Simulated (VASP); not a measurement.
# InSe (P1) in VASP: convergence with ENCUT

Aim: find how far ENCUT must go before the results for InSe settle, at PBE. This setting moves, with any that are tied to it; all else stays.

Program: VASP 6.6.1. These are calculated values, not measurements. Logs are shortened: lines on timing, memory, paths and dates and some standing lists are left out, and cuts for length are marked.

## 1. The cell of the first run

The typed cell holds 4 atoms: a = 6.178 Å, b = 6.178 Å, c = 5.073 Å, α = 108.68°, β = 108.68°, γ = 38.85°.

The cell comes from a database or a generator and needn't be the stable form of this composition.

The cell isn't the ideal one: atoms moved at random, drawn with an rms of 0.02 Å.

## 2. With ENCUT 200 eV

The input, INCAR:

```
SYSTEM = InSe
ALGO = Normal ; EDIFF = 1E-6
ENCUT = 200 ; GGA = PE
ISIF = 2 ; ISMEAR = 0
LASPH = .True. ; LCHARG = .False.
LREAL = .False. ; LWAVE = .False.
NELM = 100 ; PREC = Accurate
SIGMA = 0.02
```

The input, KPOINTS:

```
k-points
0
Gamma
  5 5 5
  0 0 0
```

The input, POSCAR:

```
InSe
1.0
    5.8263928781     -2.0546489550      0.0000000000
    5.8263928781      2.0546489550      0.0000000000
   -1.7232330140      0.0000000000      4.7713478577
In Se
2 2
Direct
    0.8842590000      0.8878910000      0.0444440000
    0.1079130000      0.1144500000      0.9538480000
    0.6608390000      0.6637870000      0.6674260000
    0.3390600000      0.3391540000      0.3298190000
```

Potentials or basis: VASP PAW PBE potentials, release 64 (In_d, Se).

Started as:

```
$ cat potpaw_PBE.64/In_d/POTCAR potpaw_PBE.64/Se/POTCAR > POTCAR
$ mpirun -np 1 vasp_std > vasp.out
```

Run time: 28 s. Hardware: 1 thread of Intel Xeon Platinum 8559C (Emerald Rapids), shared host; peak memory 0.16 GiB.

Results:

```yaml
Free_energy: -13.8046 eV
Largest_force: 0.328 eV/Å
Band_gap_on_the_k_mesh: 1.21 eV, direct
```

## 3. With ENCUT 250 eV

Changes to INCAR since step 2:

```diff
@@ -2,3 +2,3 @@
 ALGO = Normal ; EDIFF = 1E-6
-ENCUT = 200 ; GGA = PE
+ENCUT = 250 ; GGA = PE
 ISIF = 2 ; ISMEAR = 0
```

KPOINTS is that of step 2.

POSCAR is that of step 2.

Potentials or basis: VASP PAW PBE potentials, release 64 (In_d, Se).

Started as:

```
$ cat potpaw_PBE.64/In_d/POTCAR potpaw_PBE.64/Se/POTCAR > POTCAR
$ mpirun -np 1 vasp_std > vasp.out
```

It took 31 s on 1 thread of Intel Xeon Platinum 8559C (Emerald Rapids), shared host; peak memory 0.19 GiB.

Results:

```yaml
Free_energy: -14.0448 eV
Largest_force: 0.306 eV/Å
Band_gap_on_the_k_mesh: 1.22 eV, direct
```

## 4. With ENCUT 300 eV

Changes to INCAR since step 3:

```diff
@@ -2,3 +2,3 @@
 ALGO = Normal ; EDIFF = 1E-6
-ENCUT = 250 ; GGA = PE
+ENCUT = 300 ; GGA = PE
 ISIF = 2 ; ISMEAR = 0
```

KPOINTS is that of step 3.

POSCAR is that of step 3.

Started as:

```
$ cat potpaw_PBE.64/In_d/POTCAR potpaw_PBE.64/Se/POTCAR > POTCAR
$ mpirun -np 1 vasp_std > vasp.out
```

It took 39 s on 1 thread of Intel Xeon Platinum 8559C (Emerald Rapids), shared host; peak memory 0.22 GiB.

Results:

- Free energy: -14.0463 eV
- Pressure: 1.4 GPa
- Largest force: 0.304 eV/Å
- Band gap on the k mesh: 1.22 eV, direct

## 5. With ENCUT 350 eV

Changes to INCAR since step 4:

```diff
@@ -2,3 +2,3 @@
 ALGO = Normal ; EDIFF = 1E-6
-ENCUT = 300 ; GGA = PE
+ENCUT = 350 ; GGA = PE
 ISIF = 2 ; ISMEAR = 0
```

KPOINTS is that of step 4.

POSCAR is that of step 4.

Started as:

```
$ cat potpaw_PBE.64/In_d/POTCAR potpaw_PBE.64/Se/POTCAR > POTCAR
$ mpirun -np 1 vasp_std > vasp.out
```

It took 52 s on 1 thread of Intel Xeon Platinum 8559C (Emerald Rapids), shared host; peak memory 0.24 GiB.

What came out:

```
Free energy            : -14.0457 eV
Pressure               : 1.4 GPa
Largest force          : 0.304 eV/Å
Band gap on the k mesh : 1.22 eV, direct
```

## 6. With ENCUT 400 eV

Changes to INCAR since step 5:

```diff
@@ -2,3 +2,3 @@
 ALGO = Normal ; EDIFF = 1E-6
-ENCUT = 350 ; GGA = PE
+ENCUT = 400 ; GGA = PE
 ISIF = 2 ; ISMEAR = 0
```

KPOINTS is that of step 5.

POSCAR is that of step 5.

Potentials or basis: VASP PAW PBE potentials, release 64 (In_d, Se).

Started as:

```
$ cat potpaw_PBE.64/In_d/POTCAR potpaw_PBE.64/Se/POTCAR > POTCAR
$ mpirun -np 1 vasp_std > vasp.out
```

Wall time 60 s (1 thread of Intel Xeon Platinum 8559C (Emerald Rapids), shared host); peak memory 0.28 GiB.

Results:

```yaml
Free_energy: -14.0492 eV
Pressure: 1.6 GPa
Largest_force: 0.304 eV/Å
Band_gap_on_the_k_mesh: 1.22 eV, direct
```

## 7. With ENCUT 450 eV

Changes to INCAR since step 6:

```diff
@@ -2,3 +2,3 @@
 ALGO = Normal ; EDIFF = 1E-6
-ENCUT = 400 ; GGA = PE
+ENCUT = 450 ; GGA = PE
 ISIF = 2 ; ISMEAR = 0
```

KPOINTS is that of step 6.

POSCAR is that of step 6.

Started as:

```
$ cat potpaw_PBE.64/In_d/POTCAR potpaw_PBE.64/Se/POTCAR > POTCAR
$ mpirun -np 1 vasp_std > vasp.out
```

Run time: 91 s. Hardware: 1 thread of Intel Xeon Platinum 8559C (Emerald Rapids), shared host; peak memory 0.33 GiB.

Results:

```yaml
Free_energy: -14.0499 eV
Pressure: 1.6 GPa
Largest_force: 0.304 eV/Å
Band_gap_on_the_k_mesh: 1.22 eV, direct
```

## 8. With ENCUT 500 eV

Changes to INCAR since step 7:

```diff
@@ -2,3 +2,3 @@
 ALGO = Normal ; EDIFF = 1E-6
-ENCUT = 450 ; GGA = PE
+ENCUT = 500 ; GGA = PE
 ISIF = 2 ; ISMEAR = 0
```

KPOINTS is that of step 7.

POSCAR is that of step 7.

Started as:

```
$ cat potpaw_PBE.64/In_d/POTCAR potpaw_PBE.64/Se/POTCAR > POTCAR
$ mpirun -np 1 vasp_std > vasp.out
```

Wall time 1.7 min (1 thread of Intel Xeon Platinum 8559C (Emerald Rapids), shared host); peak memory 0.37 GiB.

What came out:

- Free energy: -14.0494 eV
- Pressure: 1.6 GPa
- Largest force: 0.304 eV/Å
- Band gap on the k mesh: 1.22 eV, direct

## 9. With ENCUT 600 eV

Changes to INCAR since step 8:

```diff
@@ -2,3 +2,3 @@
 ALGO = Normal ; EDIFF = 1E-6
-ENCUT = 500 ; GGA = PE
+ENCUT = 600 ; GGA = PE
 ISIF = 2 ; ISMEAR = 0
```

KPOINTS is that of step 8.

POSCAR is that of step 8.

Potentials or basis: VASP PAW PBE potentials, release 64 (In_d, Se).

Started as:

```
$ cat potpaw_PBE.64/In_d/POTCAR potpaw_PBE.64/Se/POTCAR > POTCAR
$ mpirun -np 1 vasp_std > vasp.out
```

Wall time 2.5 min (1 thread of Intel Xeon Platinum 8559C (Emerald Rapids), shared host); peak memory 0.41 GiB.

What came out:

```
Free energy            : -14.0493 eV
Pressure               : 1.6 GPa
Largest force          : 0.304 eV/Å
Band gap on the k mesh : 1.22 eV, direct
```

## 10. With ENCUT 800 eV

Changes to INCAR since step 9:

```diff
@@ -2,3 +2,3 @@
 ALGO = Normal ; EDIFF = 1E-6
-ENCUT = 600 ; GGA = PE
+ENCUT = 800 ; GGA = PE
 ISIF = 2 ; ISMEAR = 0
```

KPOINTS is that of step 9.

POSCAR is that of step 9.

Potentials or basis: VASP PAW PBE potentials, release 64 (In_d, Se).

Started as:

```
$ cat potpaw_PBE.64/In_d/POTCAR potpaw_PBE.64/Se/POTCAR > POTCAR
$ mpirun -np 1 vasp_std > vasp.out
```

OUTCAR:

```text
SYSTEM = InSe
   EDIFF = 1E-6
   ENCUT = 800
   GGA = PE
   ISIF = 2
   ISMEAR = 0
   LASPH = .True.
   LREAL = .False.
   NELM = 100
   PREC = Accurate

 ion  position               nearest neighbor table
   1  0.884  0.888  0.044-   3 2.66   4 2.67   4 2.68   2 2.81   2 3.70   2 3.70
   2  0.108  0.114  0.954-   3 2.69   4 2.69   3 2.70   1 2.81   1 3.70   1 3.70
   3  0.661  0.664  0.667-   1 2.66   2 2.69   2 2.70
   4  0.339  0.339  0.330-   1 2.67   1 2.68   2 2.69

  LATTYP: Found a base centered monoclinic cell.
 ALAT       =    11.6527857562
 B/A-ratio  =     0.3526451096
 C/A-ratio  =     0.4353462338
 COS(beta)  =    -0.3396874117

  Lattice vectors:

 A1 = (   5.8263928781,  -2.0546489550,   0.0000000000)
 A2 = (   5.8263928781,   2.0546489550,   0.0000000000)
 A3 = (  -1.7232330140,   0.0000000000,   4.7713478577)

Analysis of symmetry for initial positions (statically):
=====================================================================
 Subroutine PRICEL returns:
 Original cell was already a primitive cell.

 Routine SETGRP: Setting up the symmetry group for a
 base centered monoclinic supercell.

 Subroutine GETGRP returns: Found  1 space group operations
 (whereof  1 operations were pure point group operations)
 out of a pool of  4 trial point group operations.

The static configuration has the point symmetry C_1 .

Analysis of symmetry for dynamics (positions and initial velocities):
=====================================================================
 Subroutine PRICEL returns:
 Original cell was already a primitive cell.

 Routine SETGRP: Setting up the symmetry group for a
 base centered monoclinic supercell.

 Subroutine GETGRP returns: Found  1 space group operations
 (whereof  1 operations were pure point group operations)
 out of a pool of  4 trial point group operations.

The dynamic configuration has the point symmetry C_1 .

 Subroutine INISYM returns: Found  1 space group operations
 (whereof  1 operations are pure point group operations),
 and found     1 'primitive' translations

----------------------------------------------------------------------------------------

                                     Primitive cell

  volume of cell :     114.2374

  direct lattice vectors                    reciprocal lattice vectors
     5.826392878 -2.054648955  0.000000000     0.085816389 -0.243350573  0.030993681
     5.826392878  2.054648955  0.000000000     0.085816389  0.243350573  0.030993681
    -1.723233014  0.000000000  4.771347858     0.000000000  0.000000000  0.209584384

  length of vectors
     6.178060885  6.178060885  5.072996393     0.259893367  0.259893367  0.209584384
[... 81 lines left out ...]
   LSORBIT =      F    spin-orbit coupling
   LASPH  =      T    aspherical Exc in radial PAW
   ENCUT  =  800.0 eV  58.80 Ry    7.67 a.u.  14.25 14.25 11.70*2*pi/ulx,y,z
   NELM   =    100;   NELMIN=  2; NELMDL= -5     # of ELM steps
   EDIFF  = 0.1E-05   stopping-criterion for ELM
   LREAL  =      F    real-space projection
   EDIFFG = 0.1E-04   stopping-criterion for IOM
   NSW    =      0    number of steps for IOM
   IBRION =     -1    ionic relax: 0-MD 1-quasi-New 2-CG
   NFREE  =      0    steps in history (QN), initial steepest desc. (CG)
   ISIF   =      2    stress and relaxation
   ISYM   =      2    0-nonsym 1-usesym 2-fastsym
   POTIM  = 0.5000    time-step for ionic-motion
   TEBEG  =    0.0;   TEEND  =   0.0 temperature during run
   PSTRESS=    0.0 pullay stress
   NELECT =      38.0000    total number of electrons
   NUPDOWN=      -1.0000    fix difference up-down
   EMIN   =  10.00;   EMAX   =-10.00  energy-range for DOS
   EFERMI =   0.00;   METHOD = LEGACY
   ISMEAR =     0;   SIGMA  =   0.02  broadening in eV -4-tet -1-fermi 0-gaus
   EFERMI_NEDOS =   21; number of points for ismear=-14 and -15
   IALGO  =     38    algorithm
   IMIX   =      4    mixing-type and parameters
     AMIX     =   0.40;   BMIX     =  1.00
     AMIX_MAG =   1.60;   BMIX_MAG =  1.00
  volume/ion in A,a.u.               =      28.56       192.73
  Fermi-wavevector in a.u.,A,eV,Ry     =   1.134314  2.143542 17.506177  1.286668
  Thomas-Fermi vector in A             =   2.271018
   LORBIT       =      0    0 simple, 1 ext, 2 COOP (PROOUT), +10 PAW based schemes
   GGA     = PE    functional components
   LHFCALC =     F    Hartree Fock is set to
   AEXX    =    0.0000 exact exchange contribution
   IVDW    =     0    specifies the selected vdW correction
   LEPSILON=     F    determine dielectric tensor
   LRPA    =     F    only Hartree local field effects (RPA)
 non-spin polarized calculation
 Gauss-broadening in eV      SIGMA  =   0.02
  energy-cutoff  :      800.00
  volume of cell :      114.24
 maximum number of plane-waves:      5888
 NGX is ok and might be reduce to    60
   NGX = 29   NGY = 29   NGZ = 23

 number of electron      38.0000002 magnetization

 Free energy of the ion-electron system (eV)
  ---------------------------------------------------
  ext. energy  EPLUGINS =         0.00000000
  ---------------------------------------------------
  free energy    TOTEN  =       -14.04943455 eV

  energy without entropy =      -14.04943455  energy(sigma->0) =      -14.04943455

 E-fermi :   4.0386     XC(G=0):  -9.0764

 val. band max:        3.9474487638   @ k =  -0.4000  -0.4000   0.2000
 cond. band min:       5.1671790874   @ k =  -0.4000  -0.4000   0.2000
 fundamental gap:      1.2197303236
 Fermi energy:         4.0386139948

 k-point     1 :       0.0000    0.0000    0.0000
  band No.  band energies     occupation
      1     -10.5686      2.00000
      2     -10.4441      2.00000
      3     -10.2650      2.00000
      4     -10.2390      2.00000
      5     -10.2008      2.00000
      6     -10.1986      2.00000
[... 613 lines left out ...]
     22       7.7519      0.00000
     23       8.0950      0.00000

 [... further k-points ...]

------------------------ aborting loop because EDIFF is reached ----------------------------------------

  FORCE on cell =-STRESS in cart. coord.  units (eV):
  Direction    XX          YY          ZZ          XY          YZ          ZX
  --------------------------------------------------------------------------------------
  -------------------------------------------------------------------------------------
  Total        1.0922176      1.1704187      1.1867429      0.0011027      0.0260023      0.2632625
  in kB       15.3183255     16.4150940     16.6440398      0.0154648      0.3646819      3.6922501
  external PRESSURE =      16.1258198 kB  Pullay stress =       0.0000000 kB

 VOLUME and BASIS-vectors are now :
 -----------------------------------------------------------------------------
  energy-cutoff  :      800.00
  volume of cell :      114.24
      direct lattice vectors                 reciprocal lattice vectors
     5.826392878 -2.054648955  0.000000000     0.085816389 -0.243350573  0.030993681
     5.826392878  2.054648955  0.000000000     0.085816389  0.243350573  0.030993681
    -1.723233014  0.000000000  4.771347858     0.000000000  0.000000000  0.209584384

 POSITION                                       TOTAL-FORCE (eV/Angst)
 -----------------------------------------------------------------------------------
     10.24865      0.00746      0.21206         0.244109     -0.029773      0.009130
     -0.34813      0.01343      4.55114        -0.066126     -0.031242     -0.029508
      6.56766      0.00606      3.18452        -0.146803      0.020539     -0.265294
      3.38319      0.00019      1.57368        -0.031180      0.040476      0.285671
 -----------------------------------------------------------------------------------
    total drift:                               -0.000152     -0.000023      0.000068

  FREE ENERGIE OF THE ION-ELECTRON SYSTEM (eV)
  ---------------------------------------------------
  free  energy   TOTEN  =       -14.0494345539 eV

  energy  without entropy=      -14.0494345539  energy(sigma->0) =      -14.04943455
```

stdout:

```text
POSCAR found type information on POSCAR InSe
 POSCAR found :  2 types and       4 ions
 scaLAPACK will be used
 LDA part: xc-table for (Slater+PW92), standard interpolation
 POSCAR, INCAR and KPOINTS ok, starting setup
 FFT: planning ... GRIDC
 FFT: planning ... GRID_SOFT
 FFT: planning ... GRID
 WAVECAR not read
 entering main loop
```

Run time: 3.4 min. Hardware: 1 thread of Intel Xeon Platinum 8559C (Emerald Rapids), shared host; peak memory 0.6 GiB.

Results:

| Quantity | Value |
| --- | --- |
| Free energy | -14.0494 eV |
| Pressure | 1.6 GPa |
| Largest force | 0.304 eV/Å |
| Band gap on the k mesh | 1.22 eV, direct |

## 11. Result

```csv
ENCUT,"energy less the tightest run, at zero smearing (meV/atom)",largest force (eV/Å),gap on the mesh (eV),SCF cycles,CPU time (s),peak memory (GiB)
200 eV,61.22,0.328,1.211,13,27,0.16
250 eV,1.15,0.306,1.218,14,30,0.19
300 eV,0.77,0.304,1.219,14,38,0.22
350 eV,0.94,0.304,1.219,14,52,0.24
400 eV,0.06,0.304,1.220,14,59,0.28
450 eV,-0.12,0.304,1.220,14,90,0.33
500 eV,0.01,0.304,1.220,14,100,0.37
600 eV,0.03,0.304,1.220,14,150,0.41
800 eV,0.00,0.304,1.220,14,200,0.6
```

Against the tightest run, the energy stays within 1 meV/atom from 300 eV on; the largest force stays within 0.005 eV/Å from 250 eV on; the gap on the mesh stays within 0.01 eV from 200 eV on. The tightest run that finished is the yardstick and may itself not be fully converged.

Caveats: spin-orbit coupling is left out, which moves the levels of the heavy elements; an odd mesh through Γ misses points on the zone boundary, where band edges often lie.
